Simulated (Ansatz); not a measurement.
# C: the cost of one run

Computed with Ansatz 0.2.0 (DFT PBE, scalar-relativistic, unless a step's input says otherwise).

10 further runs of the same task are left out: 10 that didn't finish.

## 1. The structure to begin with

Symmetry: Fmmm, No. 69, orthorhombic system. Conventional cell: a = 2.456 Å, b = 4.254 Å, c = 6.696 Å, α = 90.00°, β = 90.00°, γ = 90.00°. C (site symmetry m2m) has 3 C at 1.42 Å as nearest neighbours.

As a file:

```xyz
2
Lattice="0.0000 2.1270 3.3480 1.2280 0.0000 3.3480 1.2280 2.1270 0.0000" Properties=species:S:1:pos:R:3 pbc="T T T"
C     1.2280    0.7090    3.3480
C     1.2280    3.5450    3.3480
```

Atoms are numbered in the order of the input: C1, C2.

## 2. After the deformation

Space group Fmmm before, P-1 after.

## 3. Frozen-core PAW

The input, input.yaml:

```yaml
crystal:
  lattice:
    - [0.082125, 2.17722, 3.379905]
    - [1.27822, 0.06864, 3.36642]
    - [1.259905, 2.14542, 0.050325]
  atoms:
    - { symbol: C, position: [0.16667, 0.83333, 0.16667] }
    - { symbol: C, position: [0.83333, 0.16667, 0.83333] }
kpoints:
  mp_grid: { grid: [18, 18, 18] }
scf:
  occupations: { method: fermi_dirac, width: 0.05 }
hamiltonian:
  xc: pbe
  pseudopotentials: { kind: paw }
output:
  forces: true
  stress: true
  eigenvalues: true
  efg: { contact_densities: true }
  write_density: true
  write_potential: true
  elf: true
  volumetric_format: npy
```

Run with:

```sh
$ ansatz run input.yaml --threads 1 --pin off --max-ram 3072MiB --backend cpu --events-out ev --progress --plain --runs-dir out
```

What time and memory should one allow on 1 thread of Arm Neoverse V2, shared host?

About 35 s, with a peak of 0.72 GiB.
